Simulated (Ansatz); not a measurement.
**NaBr (rock salt): γ-surface**

Generalised stacking fault of NaBr (rock salt) on the {100} plane. The cell below holds the perfect crystal with the plane normal along z; tilting its third vector by the shift puts one fault into each cell, between planes 2.97 Å apart, at fixed cell height.

```yaml
crystal:
  lattice:
    - [4.20558, 0.00000, 0.00000]
    - [0.00000, 4.20558, 0.00000]
    - [2.10279, 2.10279, 8.92138]
  atoms:
    - { symbol: Br, position: [0.00000, 0.00000, 0.83333] }
    - { symbol: Br, position: [0.33333, 0.33333, 0.16667] }
    - { symbol: Br, position: [0.66667, 0.66667, 0.50000] }
    - { symbol: Na, position: [0.50000, 0.50000, 0.83333] }
    - { symbol: Na, position: [0.83333, 0.83333, 0.16667] }
    - { symbol: Na, position: [0.16667, 0.16667, 0.50000] }
```

In-plane vectors a = (4.206, 0.000) Å, b = (0.000, 4.206) Å, area 17.69 Å². The shift is x·a + y·b, and the map repeats with period 1 in x and y. The shift is rigid: no atom relaxes. γ = [E(shift) − E(0)] / area.

The numbers are results of r2SCAN (plane waves to 500 eV, PAW, scalar-relativistic; Ansatz, an electronic-structure program), not measurements. k mesh 7×7×7 (Γ-centred), Fermi-Dirac smearing 0.05 eV. E is the zero-smearing estimate. Compression counts positive. Faults lie only 8.9 Å apart, and holding the cell height and the atoms raises γ above its relaxed value. NaBr was relaxed with its symmetry unable to fall. γ is measured from zero shift.

γ (mJ/m²), with x across and y down:

```
y \ x  0.000  0.167  0.333  0.500  0.667  0.833
-----  -----  -----  -----  -----  -----  -----
0.000      0     79    267    377    267     79
0.167     79    181    418    553    418    181
0.333    267    418    756    947    756    418
0.500    377    553    947   1170    947    553
0.667    267    418    756    947    756    418
0.833     79    181    418    553    418    181
```

σ normal to the fault (GPa), with x across and y down:

```csv
y \ x,0.000,0.167,0.333,0.500,0.667,0.833
0.000,0.0,0.1,0.6,1.1,0.6,0.1
0.167,0.1,0.5,1.5,2.3,1.5,0.5
0.333,0.6,1.5,3.8,5.2,3.8,1.5
0.500,1.1,2.3,5.2,6.9,5.2,2.3
0.667,0.6,1.5,3.8,5.2,3.8,1.5
0.833,0.1,0.5,1.5,2.3,1.5,0.5
```

Key numbers:

- Local minima besides zero shift = no grid point is one
- Highest γ on the easiest grid path from zero shift to a (an upper estimate of the barrier on so coarse a grid) = 377 mJ/m²
- Lowest place on the grid = x = 0.000, y = 0.000 (0 mJ/m²)
- Highest place on the grid = x = 0.500, y = 0.500 (1170 mJ/m²)

(The slope of γ gives the shear force per area between the displaced halves; near zero shift its curvature is an elastic stiffness.)
